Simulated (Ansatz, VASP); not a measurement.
# One calculation of B, two programs

```
B
1.0
    -1.16898    1.16898    1.16898
     1.16898   -1.16898    1.16898
     1.16898    1.16898   -1.16898
B
1
Cartesian
  0.0000 0.0000 0.0000
```

Change from the starting cell: functional r2scan, volume scaled by 1.04, PAW files.

Alike in both runs: task electric field gradients; functional r2SCAN; k mesh 18 × 18 × 18; occupations fermi-dirac, width 0.08 eV; no spin polarisation.

|  | VASP | Ansatz |
| --- | --- | --- |
| version | VASP 6.6.1 | Ansatz 0.2.0 |
| potentials or method | VASP PAW PBE potentials, release 64 (B) | PAW with Ansatz's default frozen-core files, scalar-relativistic |
| plane-wave cutoff (eV) | 520 | 500 |
| valence electrons in the cell | 3 | 3 |

```tsv
	VASP	Ansatz	Ansatz less VASP
pressure (GPa)	-12.0	-11.8	+0.23
Vzz of the field gradient on the site that differs most (V/Å²)	0.0	0.0	0.00
```

With one functional, cell and mesh, what is left measures potentials, basis and numerics.

Caveats: the PAW data sets were made with another functional, which shifts forces and pressure a little (VASP).
